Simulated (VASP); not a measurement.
Computed with PBE GGA, VASP's PBE PAW potentials (set 64) (plane waves; VASP 6.6.1). Each cell was relaxed at this level, without spin-orbit coupling.

### Question
Which of these comes out without a gap?
A. ZrO2, P2_1/c (14)
B. Tl, P6_3/mmc (194)
C. Si, Fd-3m (227)
D. K2S, Fm-3m (225)

### Answer
B, Tl, P6_3/mmc (194). The others have gaps of 2.32 eV (K2S, Fm-3m (225)), 0.61 eV (Si, Fd-3m (227)), 3.60 eV (ZrO2, P2_1/c (14)).
